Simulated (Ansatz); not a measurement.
# SiC: the cost of one run

Method: DFT PBE, scalar-relativistic, plane waves, PAW, in Ansatz 0.2.0.

### 1 The structure to begin with

The structure is hexagonal, space group P6_3mc (No. 186). The conventional cell has a = 3.076 Å, b = 3.076 Å, c = 5.048 Å, α = 90.00°, β = 90.00°, γ = 120.00°. Si (site symmetry 3m) has 4 C at 1.87 to 1.94 Å as nearest neighbours. C (site symmetry 3m) has 4 Si at 1.87 to 1.94 Å as nearest neighbours.

Coordinates:

```cif
data_structure
_symmetry_space_group_name_H-M 'P 1'
_symmetry_Int_Tables_number 1
_cell_length_a 7.3395
_cell_length_b 7.3395
_cell_length_c 10.5185
_cell_angle_alpha 109.274
_cell_angle_beta 109.274
_cell_angle_gamma 93.089
_cell_volume 496.37
loop_
_atom_site_label
_atom_site_type_symbol
_atom_site_fract_x
_atom_site_fract_y
_atom_site_fract_z
_atom_site_occupancy
Si1 Si 0.83333 0.16667 0.00000 1
Si2 Si 0.33333 0.66667 0.00000 1
Si3 Si 0.16667 0.00000 0.16667 1
Si4 Si 0.66667 0.50000 0.16667 1
Si5 Si 0.50000 0.83333 0.33333 1
Si6 Si 0.00000 0.33333 0.33333 1
Si7 Si 0.83333 0.66667 0.50000 1
Si8 Si 0.33333 0.16667 0.50000 1
Si9 Si 0.16667 0.50000 0.66667 1
Si10 Si 0.66667 0.00000 0.66667 1
Si11 Si 0.50000 0.33333 0.83333 1
Si12 Si 0.00000 0.83333 0.83333 1
Si13 Si 0.41667 0.08333 0.00000 1
Si14 Si 0.91667 0.58333 0.00000 1
Si15 Si 0.75000 0.91667 0.16667 1
Si16 Si 0.25000 0.41667 0.16667 1
Si17 Si 0.08333 0.75000 0.33333 1
Si18 Si 0.58333 0.25000 0.33333 1
Si19 Si 0.41667 0.58333 0.50000 1
Si20 Si 0.91667 0.08333 0.50000 1
Si21 Si 0.75000 0.41667 0.66667 1
Si22 Si 0.25000 0.91667 0.66667 1
Si23 Si 0.08333 0.25000 0.83333 1
Si24 Si 0.58333 0.75000 0.83333 1
C1 C 0.02583 0.35917 0.00000 1
C2 C 0.52583 0.85917 0.00000 1
C3 C 0.35917 0.19250 0.16667 1
C4 C 0.85917 0.69250 0.16667 1
C5 C 0.69250 0.02583 0.33333 1
C6 C 0.19250 0.52583 0.33333 1
C7 C 0.02583 0.85917 0.50000 1
C8 C 0.52583 0.35917 0.50000 1
C9 C 0.35917 0.69250 0.66667 1
C10 C 0.85917 0.19250 0.66667 1
C11 C 0.69250 0.52583 0.83333 1
C12 C 0.19250 0.02583 0.83333 1
C13 C 0.60917 0.27583 0.00000 1
C14 C 0.10917 0.77583 0.00000 1
C15 C 0.94250 0.10917 0.16667 1
C16 C 0.44250 0.60917 0.16667 1
C17 C 0.27583 0.94250 0.33333 1
C18 C 0.77583 0.44250 0.33333 1
C19 C 0.60917 0.77583 0.50000 1
C20 C 0.10917 0.27583 0.50000 1
C21 C 0.94250 0.60917 0.66667 1
C22 C 0.44250 0.10917 0.66667 1
C23 C 0.27583 0.44250 0.83333 1
C24 C 0.77583 0.94250 0.83333 1
```

The runs take a perfect supercell of 48 atoms; the defect goes to fractional position (0.833, 0.167, 0.000).

### 2 The perfect supercell

Contents of input.yaml:

```yaml
crystal:
  lattice:
    - [-4.614, 2.663894, 5.048]
    - [4.614, -2.663894, 5.048]
    - [4.614, 7.991682, -5.048]
  atoms:
    - { symbol: Si, position: [0.833333, 0.166667, 0.0] }
    - { symbol: Si, position: [0.333333, 0.666667, 0.0] }
    - { symbol: Si, position: [0.166666, 0.0, 0.166667] }
    - { symbol: Si, position: [0.666666, 0.5, 0.166667] }
    - { symbol: Si, position: [0.5, 0.833334, 0.333333] }
    - { symbol: Si, position: [0.0, 0.333334, 0.333333] }
    - { symbol: Si, position: [0.833333, 0.666667, 0.5] }
    - { symbol: Si, position: [0.333333, 0.166667, 0.5] }
    - { symbol: Si, position: [0.166666, 0.5, 0.666667] }
    - { symbol: Si, position: [0.666666, 0.0, 0.666667] }
    - { symbol: Si, position: [0.5, 0.333334, 0.833333] }
    - { symbol: Si, position: [0.0, 0.833334, 0.833333] }
    - { symbol: Si, position: [0.416667, 0.083333, 0.0] }
    - { symbol: Si, position: [0.916667, 0.583333, 0.0] }
    - { symbol: Si, position: [0.75, 0.916666, 0.166667] }
    - { symbol: Si, position: [0.25, 0.416666, 0.166667] }
    - { symbol: Si, position: [0.083334, 0.75, 0.333333] }
    - { symbol: Si, position: [0.583334, 0.25, 0.333333] }
    - { symbol: Si, position: [0.416667, 0.583333, 0.5] }
    - { symbol: Si, position: [0.916667, 0.083333, 0.5] }
    - { symbol: Si, position: [0.75, 0.416666, 0.666667] }
    - { symbol: Si, position: [0.25, 0.916666, 0.666667] }
    - { symbol: Si, position: [0.083334, 0.25, 0.833333] }
    - { symbol: Si, position: [0.583334, 0.75, 0.833333] }
    - { symbol: C, position: [0.025833, 0.359167, 0.0] }
    - { symbol: C, position: [0.525833, 0.859167, 0.0] }
    - { symbol: C, position: [0.359166, 0.1925, 0.166667] }
    - { symbol: C, position: [0.859166, 0.6925, 0.166667] }
    - { symbol: C, position: [0.6925, 0.025834, 0.333333] }
    - { symbol: C, position: [0.1925, 0.525834, 0.333333] }
    - { symbol: C, position: [0.025833, 0.859167, 0.5] }
    - { symbol: C, position: [0.525833, 0.359167, 0.5] }
    - { symbol: C, position: [0.359166, 0.6925, 0.666667] }
    - { symbol: C, position: [0.859166, 0.1925, 0.666667] }
    - { symbol: C, position: [0.6925, 0.525834, 0.833333] }
    - { symbol: C, position: [0.1925, 0.025834, 0.833333] }
    - { symbol: C, position: [0.609167, 0.275833, 0.0] }
    - { symbol: C, position: [0.109167, 0.775833, 0.0] }
    - { symbol: C, position: [0.9425, 0.109166, 0.166667] }
    - { symbol: C, position: [0.4425, 0.609166, 0.166667] }
    - { symbol: C, position: [0.275834, 0.9425, 0.333333] }
    - { symbol: C, position: [0.775834, 0.4425, 0.333333] }
    - { symbol: C, position: [0.609167, 0.775833, 0.5] }
    - { symbol: C, position: [0.109167, 0.275833, 0.5] }
    - { symbol: C, position: [0.9425, 0.609166, 0.666667] }
    - { symbol: C, position: [0.4425, 0.109166, 0.666667] }
    - { symbol: C, position: [0.275834, 0.4425, 0.833333] }
    - { symbol: C, position: [0.775834, 0.9425, 0.833333] }
basis:
  ecutwfc: 420
  fft_grid_basis: typed
kpoints:
  mp_grid: { grid: [2, 2, 2] }
hamiltonian:
  xc: pbe
  pseudopotentials: { kind: paw }
scf:
  occupations: { method: gaussian, width: 0.05 }
output:
  forces: true
  stress: false
  eigenvalues: true
  bader: false
  write_density: true
  volumetric_format: npy
```

Command:

```sh
> ansatz run input.yaml --threads 4 --pin off --max-ram 10240MiB --backend cpu --events-out ev --progress --plain --runs-dir out
```

**Question.** How long does this run take on 4 threads of AMD EPYC 9R45 (Zen 5), shared host, and how much memory does it need?

About 2.6 s, with a peak of 1.9 GiB.
